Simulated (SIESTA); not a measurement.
Ga:

```
CELL_PARAMETERS angstrom
-1.38440 1.38440 2.31122
1.38440 -1.38440 2.31122
1.38440 1.38440 -2.31122
ATOMIC_POSITIONS crystal
Ga 0.00000 0.00000 0.00000
```

This isn't the form of Ga at room conditions, which is orthorhombic.

- Program: SIESTA 5.4.2
- Task: single point
- Functional: PBE
- Potentials or basis: PseudoDojo 0.4 standard (PBE files)
- Basis: DZP (energy shift 0.003 Ry; two zetas on semicore shells)
- Grid cutoff: 800 Ry
- Energy shift: 0.003 Ry
- k mesh: 13 × 13 × 13
- Occupations: fermi-dirac, width 0.05 eV
- Spin: no spin polarisation

On this cell: pressure 3.6 GPa; band gap on the k mesh none (metal or under the smearing width).

The same run follows on a disturbed copy (cell strained at random at fixed volume):

```xyz
1
Lattice="-1.3457 1.3675 2.2797 1.3853 -1.3814 2.3118 1.3843 1.4199 -2.2881" Properties=species:S:1:pos:R:3 pbc="T T T"
Ga    0.0327    0.0007    0.0007
```

Q: What changes?

A: The energy (extrapolated to zero smearing) moves by +1.4 meV/atom; pressure 4.0 GPa; band gap on the k mesh none (metal or under the smearing width).

Stress tensor (GPa, compression positive):
```
 3.76  0.13 -0.10
 0.13  3.82 -0.02
-0.10 -0.02  4.39
```

Caveats: the basis of atomic orbitals isn't converged, which shifts pressures, moduli and gaps.
